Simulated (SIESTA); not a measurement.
BP:

```xyz
2
Lattice="0.0000 2.2690 2.2690 2.2690 0.0000 2.2690 2.2690 2.2690 0.0000" Properties=species:S:1:pos:R:3 pbc="T T T"
P     3.4035    3.4035    3.4035
B     0.0000    0.0000    0.0000
```

Program: SIESTA 5.4.2. Alike in all runs: task band structure; no spin polarisation; cell as given; k mesh 10 × 10 × 10; smearing fermi-dirac 0.05 eV; grid cutoff 500 Ry.

Q: Order these runs on this cell by their pressure, lowest first.
A. level PBE; potentials or basis PseudoDojo 0.4 standard (PBE files), DZ (energy shift 0.002 Ry); energy shift 0.002 Ry
B. level PBE; potentials or basis PseudoDojo 0.4 standard (PBE files), SZ (energy shift 0.02 Ry); energy shift 0.02 Ry
C. level RPBE; potentials or basis PseudoDojo 0.4 standard (PBE files), DZP (energy shift 0.002 Ry); energy shift 0.002 Ry
D. level PBE; potentials or basis PseudoDojo 0.4 standard (PBE files), DZ (energy shift 0.01 Ry); energy shift 0.01 Ry
E. level LDA-PZ; potentials or basis PseudoDojo 0.4 standard (LDA files), DZP (energy shift 0.002 Ry); energy shift 0.002 Ry

A: E (-2.0 GPa), C (5.4 GPa), D (9.0 GPa), A (11.6 GPa), B (15.8 GPa).

Caveats: the basis of atomic orbitals isn't converged, which shifts pressures, moduli and gaps; the basis has no polarisation orbitals (some runs); so large a pressure means that the cell lies far from this level's equilibrium, or that cutoff or potentials fall short (some runs); the potentials were made for another functional, which shifts forces and pressure (some runs).

Not every run made on this cell is shown here.
